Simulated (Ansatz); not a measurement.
Crystal: Pd.

```
CELL_PARAMETERS angstrom
2.72327 0.00000 0.00000
-0.90776 2.56752 0.00000
-0.90776 -1.28376 2.22354
ATOMIC_POSITIONS crystal
Pd 0.00000 0.00000 0.00000
```

This isn't the form of Pd at room conditions, which is fcc.

The cell isn't the ideal one: the cell as VASP's run set it.

Program: Ansatz 0.2.0. Alike in all runs: cell the cell as VASP's run set it; cutoff (eV) 273; basis error allowed 0.001 eV/atom.

Order these runs on this cell by their pressure, lowest first.
A. level PBE; potentials or basis all-electron LAPW, scalar-relativistic; spin off; k mesh 12 × 12 × 12; smearing gaussian 0.1 eV
B. level LDA; potentials or basis all-electron LAPW, relativistic spinors; spin SOC, no magnetisation; k mesh 9 × 9 × 9; smearing gaussian 0.05 eV
C. level RPBE+D3(BJ); potentials or basis all-electron LAPW, relativistic spinors; spin SOC, no magnetisation; k mesh 9 × 9 × 9; smearing methfessel-paxton 0.1 eV

C (-36.4 GPa), B (-15.4 GPa), A (-1.3 GPa).

Caveats: the k mesh is thin for a metal, which can move the energy by tens of meV per atom (some runs); a pressure of tens of GPa on the cell as given is suspect, and the run, the potentials or the cell itself is likely at fault (some runs); pairwise dispersion overbinds metals, which lowers pressure and volume (some runs); so large a pressure means that the cell lies far from this level's equilibrium, or that cutoff or potentials fall short (some runs).
